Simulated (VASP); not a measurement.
Here is a VASP 6.6.1 calculation.

The input INCAR:

```
PREC     = Accurate       # precision mode
ENCUT    = 600            # plane-wave cutoff, eV
EDIFF    = 1E-6           # SCF threshold, eV
ISMEAR   = 0              # smearing method
SIGMA    = 0.03           # smearing width, eV
LREAL    = False          # projectors in reciprocal space
LASPH    = True           # aspherical terms in the spheres
NELM     = 80             # most SCF steps
ALGO     = Normal         # electronic algorithm
ISIF     = 3              # what is computed and relaxed
LWAVE    = False          # write WAVECAR
LCHARG   = False          # write CHGCAR
GGA      = PS             # functional
IBRION   = 2              # ionic algorithm
NSW      = 90             # ionic steps
EDIFFG   = -0.01          # ionic threshold
```

File KPOINTS:

```
regular mesh
0
Gamma
  10 10 10
```

POSCAR

```
BeSe
1.0
    0.0000000000      2.5350000000      2.5350000000
    2.5350000000      0.0000000000      2.5350000000
    2.5350000000      2.5350000000      0.0000000000
Be Se
1 1
Direct
    0.0000000000      0.0000000000      0.0000000000
    0.2500000000      0.2500000000      0.2500000000
```

Potentials or basis: VASP PAW PBE potentials, release 64 (Be, Se).

Run with:

```sh
$ cat potpaw_PBE.64/Be/POTCAR potpaw_PBE.64/Se/POTCAR > POTCAR
$ mpirun -np 1 vasp_std > vasp.out
```

Q: Estimate the space group after relaxing (to 0.05 Å).

A: F-43m (No. 216).

Q: What does it give for the relaxed volume?

A: 16.92 Å³/atom.

Q: Predict the relaxed cell.

A: a = 3.631 Å, b = 3.631 Å, c = 3.631 Å, α = 60.00°, β = 60.00°, γ = 60.00°.

Step by step:
| step | energy change (eV) | largest force (eV/Å) | pressure (GPa) | volume (Å³) |
| --- | --- | --- | --- | --- |
| 1 | 0.0000 | 0.0000 | 3.28 | 32.58 |
| 2 | -0.0119 | 0.0000 | -0.78 | 34.18 |
| 3 | -0.0126 | 0.0000 | 0.03 | 33.85 |

Caveat: the PAW data sets were made with another functional, which shifts forces and pressure a little.
